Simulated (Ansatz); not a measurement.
# What a change of settings does to a run on Tl

The cell was built from the fcc type and relaxed in the same program; it needn't be a known or the stable phase. The listed cell was then made from it by scaling, straining or moving an atom.

First run: DFT, PBE, all-electron PAW with datasets made for the crystal, scalar-relativistic (Ansatz 0.2.0).

Command: `ansatz run input.yaml --threads 1 --pin off --max-ram 2048MiB --backend cpu --events-out ev --progress --plain --runs-dir out` The run took 7.6 s on 1 thread of Arm Neoverse N1, with other jobs on the host.

```yaml
crystal:
  lattice:
    - [0.0, 2.4470200483, 2.4470200483]
    - [2.4470200483, 0.0, 2.4470200483]
    - [2.4470200483, 2.4470200483, 0.0]
  atoms:
    - { symbol: Tl, position: [0.0, 0.0, 0.0] }
kpoints:
  mp_grid: { grid: [14, 14, 14] }
scf:
  occupations: { method: fermi_dirac, width: 0.08 }
hamiltonian:
  xc: pbe
  pseudopotentials: { kind: all_electron, datasets: crystal }
output:
  forces: true
  stress: true
  eigenvalues: true
  efg: { contact_densities: true }
```

Result: converged; pressure 1.98 GPa; 6 SCF iterations.

No spin–orbit coupling, which matters for the heavy atoms here.

The input is then changed:

```diff
@@ -7,7 +7,9 @@
     - { symbol: Tl, position: [0.0, 0.0, 0.0] }
 kpoints:
-  mp_grid: { grid: [14, 14, 14] }
+  mp_grid: { grid: [18, 18, 18] }
 scf:
   occupations: { method: fermi_dirac, width: 0.08 }
+  mixing: { preconditioner: ldos }
+  lower_state_search: standard
 hamiltonian:
   xc: pbe
```

What does the second run give?

It converged; energy at zero smearing -1.3 meV/atom from the first run; pressure 1.95 GPa; 8 SCF iterations.
